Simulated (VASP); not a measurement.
# AlN (I4/mmm) in VASP: a series of runs

The runs below take AlN through single point, with r2SCAN.

All numbers are computed with VASP 6.6.1; they aren't measurements. Logs are shortened: lines on timing, memory, paths and dates and some standing lists are left out, and cuts for length are marked.

## 1. The cell of the first run

It takes space group I4/mmm (No. 139, tetragonal). The conventional cell has a = 2.877 Å, b = 2.877 Å, c = 4.425 Å, α = 90.00°, β = 90.00°, γ = 90.00°. Around Al (site symmetry 4/mmm) lie 6 N at 2.03 to 2.21 Å. N (site symmetry 4/mmm) is surrounded by 6 Al at 2.03 to 2.21 Å.

Measurements of this composition are mostly on another form, of space group No. 186.

## 2. Single point, r2SCAN (strain +0.0875 x Voigt [0, 0, 1, 0, 0, 0], atoms carried along)

POSCAR reads:

```
AlN
1.0
    0.0000000000      2.0345180000      2.2125383250
    2.0345180000      0.0000000000      2.2125383250
    2.0345180000      2.0345180000      0.0000000000
Al N
1 1
Direct
    0.5000000000      0.5000000000      0.5000000000
    0.0000000000      0.0000000000      0.0000000000
```

INCAR.step1 reads:

```
ALGO = Normal
EDIFF = 1E-4
ENCUT = 520
GGA = PE
ISMEAR = 0
LASPH = T
LCHARG = F
LREAL = F
LWAVE = T
NBANDS = 11
NELM = 100
PREC = Accurate
SIGMA = 0.05
```

INCAR.step2 reads:

```
ALGO = Normal
EDIFF = 1E-6
ENCUT = 520
ISIF = 2
ISMEAR = 0
ISTART = 1
LASPH = T
LCHARG = F
LMIXTAU = T
LREAL = F
LWAVE = F
METAGGA = R2SCAN
NBANDS = 11
NELM = 100
PREC = Accurate
SIGMA = 0.05
```

KPOINTS reads:

```
k-points
0
Gamma
  10 10 10
```

Potentials or basis: VASP PAW PBE potentials, release 64 (Al, N).

Command:

```
$ cat potpaw_PBE.64/Al/POTCAR potpaw_PBE.64/N/POTCAR > POTCAR
$ cp INCAR.step1 INCAR
$ mpirun -np 1 vasp_std > vasp.out
$ cp INCAR.step2 INCAR
$ mpirun -np 1 vasp_std > vasp.out
```

OUTCAR:

```text
EDIFF = 1E-6
   ENCUT = 520
   ISIF = 2
   ISMEAR = 0
   ISTART = 1
   LASPH = T
   LREAL = F
   METAGGA = R2SCAN
   NELM = 100
   PREC = Accurate

 ion  position               nearest neighbor table
   1  0.500  0.500  0.500-   2 2.03   2 2.03   2 2.03   2 2.03   2 2.21   2 2.21
   2  0.000  0.000  0.000-   1 2.03   1 2.03   1 2.03   1 2.03   1 2.21   1 2.21

  LATTYP: Found a body centered tetragonal cell.
 ALAT       =     2.8772429485
 C/A-ratio  =     1.5379572491

  Lattice vectors:

 A1 = (  -2.0345180000,   0.0000000000,   2.2125383250)
 A2 = (   2.0345180000,   0.0000000000,   2.2125383250)
 A3 = (   0.0000000000,   2.0345180000,  -2.2125383250)

Analysis of symmetry for initial positions (statically):
=====================================================================
 Subroutine PRICEL returns:
 Original cell was already a primitive cell.

 Routine SETGRP: Setting up the symmetry group for a
 body centered tetragonal supercell.

 Subroutine GETGRP returns: Found 16 space group operations
 (whereof 16 operations were pure point group operations)
 out of a pool of 16 trial point group operations.

The static configuration has the point symmetry D_4h.

Analysis of symmetry for dynamics (positions and initial velocities):
=====================================================================
 Subroutine PRICEL returns:
 Original cell was already a primitive cell.

 Routine SETGRP: Setting up the symmetry group for a
 body centered tetragonal supercell.

 Subroutine GETGRP returns: Found 16 space group operations
 (whereof 16 operations were pure point group operations)
 out of a pool of 16 trial point group operations.

The dynamic configuration has the point symmetry D_4h.

 Subroutine INISYM returns: Found 16 space group operations
 (whereof 16 operations are pure point group operations),
 and found     1 'primitive' translations

----------------------------------------------------------------------------------------

                                     Primitive cell

  volume of cell :      18.3166

  direct lattice vectors                    reciprocal lattice vectors
     0.000000000  2.034518000  2.212538325    -0.245758455  0.245758455  0.225984786
     2.034518000  0.000000000  2.212538325     0.245758455 -0.245758455  0.225984786
     2.034518000  2.034518000  0.000000000     0.245758455  0.245758455 -0.225984786

  length of vectors
     3.005759360  3.005759360  2.877242948     0.414564301  0.414564301  0.414564301

  position of ions in fractional coordinates (direct lattice)
     0.500000000  0.500000000  0.500000000
     0.000000000  0.000000000  0.000000000

  ion indices of the primitive-cell ions
   primitive index   ion index
                 1           1
                 2           2

----------------------------------------------------------------------------------------

 KPOINTS: k-points

Automatic generation of k-mesh.
 Grid dimensions read from file:
 generate k-points for:   10   10   10

 Generating k-lattice:

  Cartesian coordinates                     Fractional coordinates (reciprocal lattice)
    -0.024575845  0.024575845  0.022598479     0.100000000  0.000000000  0.000000000
     0.024575845 -0.024575845  0.022598479     0.000000000  0.100000000  0.000000000
     0.024575845  0.024575845 -0.022598479     0.000000000  0.000000000  0.100000000

  Length of vectors
     0.041456430  0.041456430  0.041456430

  Shift w.r.t. Gamma in fractional coordinates (k-lattice)
     0.000000000  0.000000000  0.000000000

 Subroutine IBZKPT returns following result:
 ===========================================

 Found    102 irreducible k-points:

 Following reciprocal coordinates:
            Coordinates               Weight
  0.000000  0.000000  0.000000      1.000000
  0.100000  0.000000  0.000000      8.000000
  0.200000  0.000000  0.000000      8.000000
  0.300000  0.000000  0.000000      8.000000
  0.400000  0.000000  0.000000      8.000000
  0.500000  0.000000  0.000000      4.000000
[... 16 lines left out ...]
  0.300000  0.300000  0.000000      2.000000
  0.400000  0.300000  0.000000      8.000000
 [... further k-points ...]
   k-points           NKPTS =    102   k-points in BZ     NKDIM =    102   number of bands    NBANDS=     11
   number of dos      NEDOS =    301   number of ions     NIONS =      2
   total plane-waves  NPLWV =  13824
   dimension x,y,z NGX =    24 NGY =   24 NGZ =   24
   dimension x,y,z NGXF=    48 NGYF=   48 NGZF=   48
   ions per type =               1   1
   NGX,Y,Z   is equivalent  to a cutoff of  13.27, 13.27, 13.87 a.u.
   NGXF,Y,Z  is equivalent  to a cutoff of  26.55, 26.55, 27.73 a.u.
 SYSTEM =  unknown system
   PREC   = accura    normal or accurate (medium, high low for compatibility)
   ISTART =      1    job   : 0-new  1-cont  2-samecut
   ICHARG =      0    charge: 1-file 2-atom 10-const
   ISPIN  =      1    spin polarized calculation?
   LNONCOLLINEAR =      F non collinear calculations
   LSORBIT =      F    spin-orbit coupling
   LASPH  =      T    aspherical Exc in radial PAW
   ENCUT  =  520.0 eV  38.22 Ry    6.18 a.u.   5.59  5.59  5.35*2*pi/ulx,y,z
   NELM   =    100;   NELMIN=  2; NELMDL=  0     # of ELM steps
   EDIFF  = 0.1E-05   stopping-criterion for ELM
   LREAL  =      F    real-space projection
   EDIFFG = 0.1E-04   stopping-criterion for IOM
   NSW    =      0    number of steps for IOM
   IBRION =     -1    ionic relax: 0-MD 1-quasi-New 2-CG
   NFREE  =      0    steps in history (QN), initial steepest desc. (CG)
   ISIF   =      2    stress and relaxation
   ISYM   =      2    0-nonsym 1-usesym 2-fastsym
   POTIM  = 0.5000    time-step for ionic-motion
   TEBEG  =    0.0;   TEEND  =   0.0 temperature during run
   PSTRESS=    0.0 pullay stress
   NELECT =       8.0000    total number of electrons
   NUPDOWN=      -1.0000    fix difference up-down
   EMIN   =  10.00;   EMAX   =-10.00  energy-range for DOS
   EFERMI =   0.00;   METHOD = LEGACY
   ISMEAR =     0;   SIGMA  =   0.05  broadening in eV -4-tet -1-fermi 0-gaus
   EFERMI_NEDOS =   21; number of points for ismear=-14 and -15
   IALGO  =     38    algorithm
   IMIX   =      4    mixing-type and parameters
     AMIX     =   0.40;   BMIX     =  1.00
     AMIX_MAG =   1.60;   BMIX_MAG =  1.00
  volume/ion in A,a.u.               =       9.16        61.80
  Fermi-wavevector in a.u.,A,eV,Ry     =   1.242101  2.347230 20.991267  1.542815
  Thomas-Fermi vector in A             =   2.376470
   LORBIT       =      0    0 simple, 1 ext, 2 COOP (PROOUT), +10 PAW based schemes
   METAGGA = R2SCAN    functional components
   LHFCALC =     F    Hartree Fock is set to
   AEXX    =    0.0000 exact exchange contribution
   IVDW    =     0    specifies the selected vdW correction
   LEPSILON=     F    determine dielectric tensor
   LRPA    =     F    only Hartree local field effects (RPA)
 non-spin polarized calculation
 Gauss-broadening in eV      SIGMA  =   0.05
  energy-cutoff  :      520.00
  volume of cell :       18.32
 maximum number of plane-waves:       513
 NGX is ok and might be reduce to    24
   NGX = 11   NGY = 11   NGZ = 11

 number of electron       8.0000001 magnetization

 Free energy of the ion-electron system (eV)
  ---------------------------------------------------
  ext. energy  EPLUGINS =         0.00000000
  ---------------------------------------------------
  free energy    TOTEN  =       -18.70846386 eV

  energy without entropy =      -18.70846386  energy(sigma->0) =      -18.70846386

 E-fermi :   9.0789     XC(G=0): -12.3649

 val. band max:        8.8283394280   @ k =   0.0000   0.0000   0.0000
 cond. band min:      12.8294334115   @ k =   0.5000   0.0000   0.5000
 fundamental gap:      4.0010939835
 Fermi energy:         9.0789236694

 k-point     1 :       0.0000    0.0000    0.0000
  band No.  band energies     occupation
      1      -9.0180      2.00000
      2       8.2901      2.00000
      3       8.2901      2.00000
      4       8.8283      2.00000
      5      13.4552      0.00000
      6      20.3896      0.00000
      7      21.5082      0.00000
      8      21.5082      0.00000
      9      24.9362      0.00000
     10      25.1217      0.00000
     11      26.6576      0.00000

 k-point     2 :       0.1000    0.0000    0.0000
  band No.  band energies     occupation
      1      -8.8300      2.00000
      2       7.3853      2.00000
      3       8.2193      2.00000
      4       8.5572      2.00000
      5      14.1567      0.00000
      6      20.1666      0.00000
      7      20.9708      0.00000
      8      21.8043      0.00000
      9      23.6040      0.00000
     10      25.7693      0.00000
     11      26.4951      0.00000

 k-point     3 :       0.2000    0.0000    0.0000
  band No.  band energies     occupation
      1      -8.2868      2.00000
      2       5.3552      2.00000
      3       8.0451      2.00000
      4       8.1550      2.00000
      5      15.0354      0.00000
      6      19.4790      0.00000
      7      20.6385      0.00000
      8      22.1409      0.00000
      9      23.8354      0.00000
     10      24.7646      0.00000
     11      26.2406      0.00000
[... 267 lines left out ...]
 k-point    23 :       0.3000    0.3000    0.0000
  band No.  band energies     occupation
      1      -7.2379      2.00000
      2       3.7815      2.00000
      3       6.8257      2.00000
      4       6.8257      2.00000
      5      15.3335      0.00000
      6      16.2950      0.00000
      7      19.5405      0.00000
      8      24.7542      0.00000
      9      24.7542      0.00000
     10      29.7614      0.00000
     11      32.3828      0.00000

 k-point    24 :       0.4000    0.3000    0.0000
  band No.  band energies     occupation
      1      -6.6416      2.00000
      2       2.8760      2.00000
      3       6.0212      2.00000
      4       6.6377      2.00000
      5      14.9907      0.00000
      6      16.4410      0.00000
      7      20.0904      0.00000
      8      24.7197      0.00000
      9      25.2908      0.00000
     10      30.6574      0.00000
     11      32.8053      0.00000

 [... further k-points ...]

------------------------ aborting loop because EDIFF is reached ----------------------------------------

  FORCE on cell =-STRESS in cart. coord.  units (eV):
  Direction    XX          YY          ZZ          XY          YZ          ZX
  --------------------------------------------------------------------------------------
  -------------------------------------------------------------------------------------
  Total       -2.1778057     -2.1778057     -3.2017237      0.0000000      0.0000000     -0.0000000
  in kB     -190.4959896   -190.4959896   -280.0596613      0.0000000      0.0000000     -0.0000000
  external PRESSURE =    -220.3505468 kB  Pullay stress =       0.0000000 kB

 VOLUME and BASIS-vectors are now :
 -----------------------------------------------------------------------------
  energy-cutoff  :      520.00
  volume of cell :       18.32
      direct lattice vectors                 reciprocal lattice vectors
     0.000000000  2.034518000  2.212538325    -0.245758455  0.245758455  0.225984786
     2.034518000  0.000000000  2.212538325     0.245758455 -0.245758455  0.225984786
     2.034518000  2.034518000  0.000000000     0.245758455  0.245758455 -0.225984786

 POSITION                                       TOTAL-FORCE (eV/Angst)
 -----------------------------------------------------------------------------------
      2.03452      2.03452      2.21254        -0.000000      0.000000     -0.000000
      0.00000      0.00000      0.00000         0.000000     -0.000000      0.000000
 -----------------------------------------------------------------------------------
    total drift:                                0.000000     -0.000000     -0.000000

  FREE ENERGIE OF THE ION-ELECTRON SYSTEM (eV)
  ---------------------------------------------------
  free  energy   TOTEN  =       -18.7084638588 eV

  energy  without entropy=      -18.7084638588  energy(sigma->0) =      -18.70846386
```

Wall time 41 s (1 thread of Intel Xeon Platinum 8488C (Sapphire Rapids), shared host); peak memory 0.14 GiB.

What came out:

- Free energy: -18.7085 eV
- Pressure: -22.0 GPa
- Band gap on the k mesh: 4.00 eV, indirect (least direct gap 4.63 eV)

Stress tensor (GPa, compression positive):
```
-19.05   0.00   0.00
  0.00 -19.05   0.00
  0.00   0.00 -28.01
```

Caveat: so large a pressure means that the cell lies far from this level's equilibrium, or that cutoff or potentials fall short; the potentials were made for another functional, which shifts forces and pressure.

## 3. Single point, r2SCAN (strain +0.0500 x Voigt [0, 0, 1, 0, 0, 0], atoms carried along)

POSCAR reads:

```
AlN
1.0
    0.0000000000      2.0345180000      2.1362439000
    2.0345180000      0.0000000000      2.1362439000
    2.0345180000      2.0345180000      0.0000000000
Al N
1 1
Direct
    0.5000000000      0.5000000000      0.5000000000
    0.0000000000      0.0000000000      0.0000000000
```

INCAR.step1 reads:

```
  ALGO = Normal
  EDIFF = 1E-4
  ENCUT = 520
  GGA = PE
  ISMEAR = 0
  LASPH = True
  LCHARG = False
  LREAL = False
  LWAVE = True
  NBANDS = 11
  NELM = 100
  PREC = Accurate
  SIGMA = 0.05
```

INCAR.step2 reads:

```
  ALGO = Normal
  EDIFF = 1E-7
  ENCUT = 520
  ISIF = 2
  ISMEAR = 0
  ISTART = 1
  LASPH = True
  LCHARG = False
  LMIXTAU = True
  LREAL = False
  LWAVE = False
  METAGGA = R2SCAN
  NBANDS = 11
  NELM = 100
  PREC = Accurate
  SIGMA = 0.05
```

KPOINTS is that of step 2.

Potentials or basis: VASP PAW PBE potentials, release 64 (Al, N).

Command:

```
$ cat potpaw_PBE.64/Al/POTCAR potpaw_PBE.64/N/POTCAR > POTCAR
$ cp INCAR.step1 INCAR
$ mpirun -np 1 vasp_std > vasp.out
$ cp INCAR.step2 INCAR
$ mpirun -np 1 vasp_std > vasp.out
```

It took 53 s on 1 thread of Intel Xeon Platinum 8488C (Sapphire Rapids), shared host; peak memory 0.14 GiB.

The run converged. Its results:

```
Free energy            : -18.8079 eV
Pressure               : -17.0 GPa
Band gap on the k mesh : 4.48 eV, indirect (least direct gap 5.28 eV)
```

Stress tensor (GPa, compression positive):
```
-14.44   0.00   0.00
  0.00 -14.44   0.00
  0.00   0.00 -22.15
```

Levels at points of the mesh, in eV from the valence-band top:
| k point | band 1 | band 2 | band 3 | band 4 | band 5 | band 6 | band 7 | band 8 | band 9 |
| --- | --- | --- | --- | --- | --- | --- | --- | --- | --- |
| (0.00, 0.00, 0.00) | -18.02 | -0.34 | -0.34 | 0.00 | 5.28 | 12.05 | 12.71 | 12.71 | 17.11 |
| (0.50, 0.00, 0.00) | -15.04 | -8.23 | -1.35 | -1.17 | 6.18 | 10.73 | 11.68 | 13.32 | 16.54 |
| (0.50, 0.50, 0.00) | -14.43 | -7.42 | -2.71 | -2.71 | 4.93 | 6.17 | 13.87 | 17.76 | 17.76 |
| (0.50, 0.00, 0.50) | -14.04 | -7.25 | -3.37 | -2.72 | 4.48 | 5.74 | 14.50 | 16.43 | 18.02 |

Caveat: so large a pressure means that the cell lies far from this level's equilibrium, or that cutoff or potentials fall short; the potentials were made for another functional, which shifts forces and pressure. A k mesh can miss the band edges.
